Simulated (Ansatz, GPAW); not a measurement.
# Geometry or basis: what sets the conductance of heptane-1,7-dithiol between two Cu chains, part 5 of 5

Aim: the conductance of heptane-1,7-dithiol between two Cu chains after relaxation, and whether geometry, basis or functional moves it most.

GPAW 26.7.0 and Ansatz 0.2.0; Ansatz plane waves; relaxation of the junction with the lead ends held (the session's first sound run).

So far, transmission at the Fermi level (one spin): step 3 (plane waves, PBE) 4.3e-4; step 5 (GPAW, szp: basis = "szp(dzp)", PBE, GPAW) 1.5e-4; step 6 (minimal basis, PBE, GPAW) 1.1e-4; step 7 (RPBE in the dzp basis: xc = "RPBE") 3.3e-4; step 8 (without the relaxation: geometry = "as built", PBE, GPAW) 3.7e-4.

### Step 11. SCF mesh 1×1×6

The SCF mesh sets the Fermi level of the repeated cell.

This step: GPAW LCAO, PAW setups; Landauer transmission from Green's functions with principal layers (ASE), zero bias (GPAW 26.7.0).

run.py reads:

```python
import json
import numpy as np
from ase import Atoms
from ase.transport.calculators import TransportCalculator
from gpaw import GPAW, FermiDirac
from gpaw.lcao.tools import get_lcao_hamiltonian
from scipy.linalg import eigh

# The junction with lead layers at both ends, along the third cell vector
device = Atoms(
    ['Cu', 'Cu', 'Cu', 'Cu', 'Cu', 'Cu', 'S', 'H', 'C', 'H', 'H', 'C', 'H', 'H', 'C', 'H', 'H', 'C', 'H', 'H', 'C', 'H', 'H', 'C', 'H', 'H', 'C', 'H', 'S', 'Cu', 'Cu', 'Cu', 'Cu', 'Cu', 'Cu'],
    positions=[
        [5.40103, 5.97976, 1.15000],
        [5.40103, 5.97976, 3.45000],
        [5.40103, 5.97976, 5.75000],
        [5.40103, 5.97976, 8.05000],
        [3.39730, 5.47540, 9.00638],
        [4.95378, 6.14497, 10.58949],
        [5.30294, 7.06682, 12.47648],
        [6.26600, 5.27535, 13.81706],
        [5.37318, 5.90744, 13.91778],
        [4.49088, 5.25422, 13.88358],
        [6.28756, 7.37392, 15.21346],
        [5.40927, 6.70928, 15.22851],
        [4.52798, 7.36899, 15.26211],
        [6.32672, 5.17842, 16.47075],
        [5.44639, 5.84207, 16.50230],
        [4.56419, 5.18028, 16.52032],
        [6.36550, 7.33912, 17.76811],
        [5.48331, 6.67764, 17.79534],
        [4.60662, 7.34676, 17.81283],
        [6.38931, 5.19192, 19.09462],
        [5.51235, 5.86068, 19.10049],
        [4.62655, 5.20492, 19.14068],
        [6.43787, 7.40124, 20.31942],
        [5.55203, 6.74798, 20.36021],
        [4.67785, 7.41815, 20.36008],
        [6.46510, 5.32471, 21.74410],
        [5.57546, 5.96700, 21.68474],
        [4.68702, 5.32969, 21.78411],
        [5.62359, 7.16509, 23.09271],
        [5.52219, 6.29868, 25.02261],
        [6.66491, 5.89622, 27.00645],
        [5.40103, 5.97976, 28.94103],
        [5.40103, 5.97976, 31.24103],
        [5.40103, 5.97976, 33.54103],
        [5.40103, 5.97976, 35.84103]],
    cell=[[10.80206, 0.0, 0.0], [0.0, 11.95952, 0.0], [0.0, 0.0, 36.99103]],
    pbc=True)

# One principal layer of the lead: the first 3 atoms of the device
lead = Atoms(
    ['Cu', 'Cu', 'Cu'],
    positions=[
        [5.40103, 5.97976, 1.15000],
        [5.40103, 5.97976, 3.45000],
        [5.40103, 5.97976, 5.75000]],
    cell=[[10.80206, 0.0, 0.0], [0.0, 11.95952, 0.0], [0.0, 0.0, 6.9]],
    pbc=True)

settings = dict(mode='lcao', basis='dzp', xc='PBE', h=0.2,
                occupations=FermiDirac(0.1), maxiter=250,
                mixer=dict(beta=0.1, nmaxold=8, weight=100.0),
                convergence=dict(density=0.0001))
energies = np.arange(-2, 2 + 1e-9, 0.025)
eta = 0.0001
n1, n2 = 1, 1
# k and -k transmit alike, so half of the mesh across the current serves
mesh = [(i, j) for i in range(n1) for j in range(n2) if (i, j) <= (-i % n1, -j % n2)]
weights = np.array([1 if (i, j) == (-i % n1, -j % n2) else 2 for i, j in mesh]) / (n1 * n2)


def ground_state(atoms, size, txt):
    atoms.calc = GPAW(kpts={'size': size, 'gamma': True}, symmetry={'tolerance': 1e-3}, txt=txt, **settings)
    atoms.get_potential_energy()
    return atoms.calc.get_fermi_level()


def blocks(atoms, fermi, points, nz, cells):
    """H - E_F S and S between cell 0 and the cells above it, at each point across the current."""
    kz = np.arange(nz) / nz
    calc = atoms.calc.fixed_density(kpts=[(*k, z) for k in points for z in kz], symmetry='off', txt=None)
    H, S = get_lcao_hamiltonian(calc)
    H = (H - fermi * S).reshape(len(H), len(points), nz, *S.shape[1:])
    S = S.reshape(H.shape[1:])
    phases = [np.exp(-2j * np.pi * kz * R) / nz for R in cells]
    return [(np.einsum('skzij,z->ksij', H, p), np.einsum('kzij,z->kij', S, p)) for p in phases]


def pair(a, b):
    return np.block([[a, b], [b.T.conj(), a]])


def count_channels(h, s, cells, nk=240):
    """Half the number of times that the lead's bands cross each energy, unfolded to its shortest repeat."""
    b = len(h) // cells
    bands = []
    for k in (np.arange(nk + 1) + 0.5) / nk:
        hk, sk = h[:b, :b].copy(), s[:b, :b].copy()
        for R in range(1, cells):
            phase, block = np.exp(2j * np.pi * k * R), slice(R * b, (R + 1) * b)
            hk += h[:b, block] * phase + (h[:b, block] * phase).T.conj()
            sk += s[:b, block] * phase + (s[:b, block] * phase).T.conj()
        w, u = eigh(sk)
        x = u[:, w > 1e-5] / w[w > 1e-5]**0.5  # drop near-dependent combinations
        bands.append(np.r_[eigh(x.T.conj() @ hk @ x, eigvals_only=True), [1e9] * (w <= 1e-5).sum()])
    below = np.array(bands)[:, :, None] < energies
    return (below[1:] != below[:-1]).sum((0, 1)) / 2


fermi_lead = ground_state(lead, (1, 1, 16), 'lead.txt')
fermi_device = ground_state(device, (1, 1, 6), 'device.txt')
T, channels, eigen, tail, misfit, shifts = [], [], [], 0.0, 0.0, []
for first in range(0, len(mesh), 90):
    points = [(i / n1, j / n2) for i, j in mesh[first:first + 90]]
    (H0k, S0k), (H1k, S1k), (H2k, _) = blocks(lead, fermi_lead, points, 5, range(3))
    [(Hk, Sk)] = blocks(device, fermi_device, points, 2, [0])
    tail = max(tail, abs(H2k).max())
    for H0, S0, H1, S1, H, S in zip(H0k, S0k, H1k, S1k, Hk, Sk):
        n = len(S0)
        # Shift the lead onto the potential of the device's first layer
        shift = ((H[:, 0, 0] - H0[:, 0, 0]) / S0[0, 0]).real.mean()
        shifts.append(shift)
        misfit = max(misfit, abs(H[:, :n, :n] - H0 - shift * S0).max())
        Tk, Ck, Ek = [], [], []
        for s in range(len(H)):
            t = s % len(H0)  # a lead without moments serves both spins
            h1, s1 = pair(H0[t] + shift * S0, H1[t] + shift * S1), pair(S0, S1)
            leads = dict(h1=h1, s1=s1, energies=energies, eta=eta, eta1=eta, eta2=eta)
            calc = TransportCalculator(h=H[s], s=S, eigenchannels=3, **leads)
            Tk.append(calc.get_transmission())
            Ek.append(np.sort(calc.eigenchannels_ne, axis=0)[::-1])
            Ck.append(count_channels(h1, s1, 6))
        T.append(Tk)
        channels.append(Ck)
        eigen.append(Ek)
T, channels = np.array(T), np.array(channels)
mean, open_channels = np.einsum('kse,k->se', T, weights), np.einsum('kse,k->se', channels, weights)

print(f'basis functions: device {len(S)}, principal layer {n}')
print(f'Fermi level: lead {fermi_lead:.4f} eV, device {fermi_device:.4f} eV; lead shifted by {np.mean(shifts):.4f} eV')
print(f'largest coupling past the next layer {tail:.2e} eV, largest misfit of the first layer {misfit:.3f} eV')
print('  E-E_F (eV)   ' + 'T (one spin)  channels')
for e, t, c in zip(energies, mean.T, open_channels.T):
    print(f'{e:10.3f}  ', *[f'{x:11.4e}' for x in t], *[f'{x:9.4f}' for x in c])

kT = 8.617333e-5 * 300
fine = np.linspace(energies[0], energies[-1], 4001)
both = np.exp(np.interp(fine, energies, np.log(np.maximum(mean.sum(0) * 2 / len(mean), 1e-30))))
fermi = lambda mu: 1 / (1 + np.exp(np.clip((fine - mu) / kT, -200, 200)))
slope = fermi(0) * (1 - fermi(0)) / kT
G = np.trapezoid(both * slope, fine) / 2
seebeck = -np.trapezoid(both * slope * fine, fine) / (2 * G * 300) * 1e6
print(f'conductance at 300 K: {G:.5g} G0 a cell; thermopower {seebeck:.4g} uV/K')
bias = [0.1, 0.2, 0.5, 1.0, 1.5, 2.0]
current = [38.74 * np.trapezoid(both * (fermi(V / 2) - fermi(-V / 2)), fine) for V in bias]
for V, I in zip(bias, current):
    print(f'current from the zero-bias T(E) at {V} V: {I:.5g} uA')
zero = abs(energies).argmin()
json.dump(dict(energies=energies.tolist(), T=mean.tolist(), channels=open_channels.tolist(), G=G, seebeck=seebeck,
               bias=bias, current=current, tail=tail, misfit=misfit, shift=np.mean(shifts), n_device=len(S), n_lead=n,
               fermi=[fermi_lead, fermi_device], energy=device.get_potential_energy(),
               moments=device.get_magnetic_moments().tolist(), mesh=mesh, weights=weights.tolist(),
               T_k=T[:, :, zero].tolist(), eigen=np.array(eigen[0]).tolist()), open('result.json', 'w'))
```

Command:

```sh
OMP_NUM_THREADS=1 OPENBLAS_NUM_THREADS=1 python run.py
```

The program printed:

```text
basis functions: device 367, principal layer 45
Fermi level: lead -3.9762 eV, device -3.7372 eV; lead shifted by -0.0080 eV
largest coupling past the next layer 4.59e-05 eV, largest misfit of the first layer 0.095 eV
  E-E_F (eV)   T (one spin)  [channel counts left out]
    -2.000    6.9331e-06
    -1.975    1.2869e-04
    -1.950    5.6018e-03
    -1.925    1.3228e-03
    -1.900    2.0302e-04
    -1.875    3.8897e-04
    -1.850    3.6825e-04
    -1.825    3.5999e-04
    -1.800    3.6265e-04
    -1.775    3.7074e-04
    -1.750    3.7462e-04
    -1.725    1.0734e-03
    -1.700    8.3125e-03
    -1.675    2.8608e-02
    -1.650    6.1545e-03
    -1.625    3.7574e-03
[...]
1.825    1.7465e-04
     1.850    1.7334e-04
     1.875    1.7200e-04
     1.900    1.7068e-04
     1.925    1.6943e-04
     1.950    1.6829e-04
     1.975    1.6730e-04
     2.000    1.6649e-04
conductance at 300 K: 0.00033727 G0 a cell; thermopower 28.97 uV/K
current from the zero-bias T(E) at 0.1 V: 0.0026254 uA
current from the zero-bias T(E) at 0.2 V: 0.005305 uA
current from the zero-bias T(E) at 0.5 V: 0.011712 uA
current from the zero-bias T(E) at 1.0 V: 0.020028 uA
current from the zero-bias T(E) at 1.5 V: 0.078676 uA
current from the zero-bias T(E) at 2.0 V: 0.15184 uA
```

Wall time 5.2 min (1 thread of Arm Neoverse N1, shared host); peak memory 1.7 GiB.

Numbers from this step:

```yaml
conductance: 3.37e-4 G₀
largest_misfit_of_the_first_principal_layer: 0.09499 eV
shift_that_aligns_the_lead: -0.007996 eV
transmission_at_the_fermi_level_one_spin: 3.32e-4
```

One spin. The transmission, zone mean by energy, zero at the Fermi level:

energy (eV), log10 transmission, zone mean and a bar from the least value:
```
   -2.000       -5.2 ########
   -1.800       -3.4 ##################
   -1.675       -1.5 ############################
   -1.600       -2.5 #######################
   -1.500       -1.6 ############################
   -1.400       -1.8 ###########################
   -1.350       -1.2 ##############################
   -1.200       -2.8 #####################
   -1.100       -2.2 ########################
   -1.000       -3.0 ####################
   -0.800       -2.0 #########################
   -0.775       -2.0 ##########################
   -0.600       -2.8 #####################
   -0.400       -3.4 ##################
   -0.200       -3.4 ##################
    0.000       -3.5 #################
    0.200       -3.8 ###############
    0.400       -4.3 #############
    0.600       -4.8 ##########
    0.800       -6.6 
    1.000       -5.1 ########
    1.200       -4.3 #############
    1.400       -3.9 ###############
    1.600       -3.8 ################
    1.800       -3.8 ################
    2.000       -3.8 ################
```

Not self-consistent under bias; the bias window is split evenly. Current through one cell, from the zero-bias transmission against bias:

```
bias (V)  current through one cell, from the zero-bias transmission (nA)
   0.100                                                            2.63
   0.200                                                            5.31
   0.500                                                            11.7
   1.000                                                            20.0
   1.500                                                            78.7
   2.000                                                             152
```

The transmission of the three most open eigenchannels by energy, zero at the Fermi level:

```
energy (eV)  channel 1  channel 2  channel 3
     -2.000     6.9e-6          0          0
     -1.900     2.0e-4          0          0
     -1.800     3.6e-4          0          0
     -1.700    0.00831     7.3e-7     1.6e-8
     -1.600    0.00353     3.9e-6     6.8e-8
     -1.500     0.0249     1.5e-6     2.8e-8
     -1.400     0.0172     6.5e-6     3.2e-8
     -1.300     3.2e-4     2.6e-7     2.1e-9
     -1.200    0.00157     2.0e-6     1.4e-7
     -1.100    0.00568     2.1e-6     8.1e-7
     -1.000     9.4e-4     2.2e-6     3.5e-7
     -0.900     4.6e-4     1.3e-6     3.6e-9
     -0.800    0.00963     1.6e-6     1.8e-8
     -0.700    0.00444     3.5e-7     5.3e-8
     -0.600    0.00174     7.1e-8     1.5e-8
     -0.500     7.8e-4     1.7e-8     2.8e-9
     -0.400     3.8e-4     6.1e-8    4.8e-10
     -0.300     1.0e-4     9.1e-7    2.8e-10
     -0.200     4.4e-4     5.4e-7    1.4e-11
     -0.100     4.9e-4          0          0
      0.000     3.3e-4          0          0
      0.100     2.2e-4          0          0
      0.200     1.4e-4          0          0
      0.300     9.1e-5          0          0
      0.400     5.5e-5          0          0
      0.500     3.0e-5          0          0
      0.600     1.4e-5          0          0
      0.700     4.5e-6          0          0
      0.800     2.5e-7          0          0
      0.900     1.4e-6          0          0
      1.000     8.6e-6          0          0
      1.100     2.3e-5          0          0
      1.200     4.7e-5          0          0
      1.300     8.1e-5          0          0
      1.400     1.2e-4          0          0
      1.500     1.5e-4          0          0
      1.600     1.7e-4          0          0
      1.700     1.8e-4          0          0
      1.800     1.8e-4          0          0
      1.900     1.7e-4          0          0
      2.000     1.7e-4          0          0
```

The conductance equals that of the dzp run to 0.2 %.

### Step 12. What came out

| Property | Result |
| --- | --- |
| conductance | 3.4e-4 G₀ |
| transmission at the Fermi level, mean of the spins | 3.3e-4 |

In the dzp basis the junction conducts 3.4e-4 G₀ at 300 K, with T = 3.3e-4 a spin at the Fermi level; no smaller basis tried comes within 10 % of that conductance. Relaxation moved atoms by up to 3.0 Å and took the conductance from 5.0e-4 to 3.4e-4 G₀, as a ratio a smaller change than the step from dzp to the minimal basis. Plane waves (PBE) give T = 4.3e-4 there. The junction is in the tunnelling regime at the Fermi level. Measured against the first run (pw-pbe), the nearest curve is that of dzp (r.m.s. 0.010) and the farthest that of asbuilt (0.12). Over the compared runs wall time goes from 191 s (sz) to 20115 s (pw-pbe), on a shared host; the plane-wave run used 4 threads and the orbital runs 1. Moves of this size go well beyond a change of bond lengths: the free chain atoms or the scatterer took up a new arrangement, and the name in the title describes the start. The leads kept an estimated spacing and the cell its length, so the junction may be under some tension or compression. Semilocal functionals put molecular levels too near the Fermi level, so such conductances usually come out too high, and chain electrodes have a sharper density of states than real ones. An evenly spaced straight chain is an idealisation: free chains tend to dimerise, zigzag or, where a band edge lies near the Fermi level, turn magnetic. The currents use the zero-bias T(E) throughout, which holds only while the bias is small against the distance to the nearest feature. The thermopower isn't quoted: it samples T(E) farther from the Fermi level than the conductance does, and the energy grid wasn't tested for it.

[Logs are printed without paths, hosts, clocks, repeated set-up lines and the standing remarks that a program may print on its own settings, such as how far it seeks lower states.]

[Hosts, paths, dates, database ids (printed as entryN), source tags and the programs' standing remarks are cut or masked in the printed files.]
